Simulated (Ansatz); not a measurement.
**Lattice dynamics at Γ of ZnS (P6_3mc)**

Perturbation theory with PBEsol in Ansatz on the PBEsol cell, ground state and force constants on a 6×6×4 mesh. (Simulation; spin polarisation is off.)

Space group P6_3mc (No. 186), hexagonal; a = 3.782 Å, c = 6.208 Å in the conventional setting, 19.23 Å³ an atom. Zn has 4 S at 2.32 Å; S has 4 Zn at 2.32 Å.

```
Zn S
1.0
     3.78214    0.00000    0.00000
    -1.89107    3.27543    0.00000
     0.00000    0.00000    6.20757
Zn S
2 2
Direct
  0.33333 0.66667 0.00041
  0.66667 0.33333 0.50041
  0.33333 0.66667 0.37459
  0.66667 0.33333 0.87459
```

Optical modes without the longitudinal term:

| ω (cm⁻¹) | degeneracy | IR intensity, summed over the level ((D/Å)²/amu) |
| --- | --- | --- |
| 69 | 2 | 0.00 |
| 194 | 1 | 0.00 |
| 277 | 1 | 8.51 |
| 282 | 2 | 15.26 |
| 287 | 2 | 0.00 |
| 337 | 1 | 0.00 |

The zone-centre optical frequencies run from 69 to 337 cm⁻¹, none imaginary (the rest of the zone wasn't tested). With the long-range field the highest mode reaches 339 cm⁻¹. The program warns that the force constants, and all that is formed from them, aren't settled on this k mesh. Of the real levels 2 are infrared active, the strongest at 282 cm⁻¹.

The clamped-ion dielectric constant comes out as 5.98 along x and y, 6.10 along z. With the ions relaxed, ε⁰ is 8.6 along x and y, 9.2 along z. Born charges, averaged over directions: Zn +1.92, S -1.92 e.

For comparison, on the r2SCAN cell the mean ε∞ is 5.38 with r2SCAN (ground state on 6×6×4; least gap 2.78 eV), 5.86 with PBE (ground state on 6×6×4; least gap 2.21 eV).
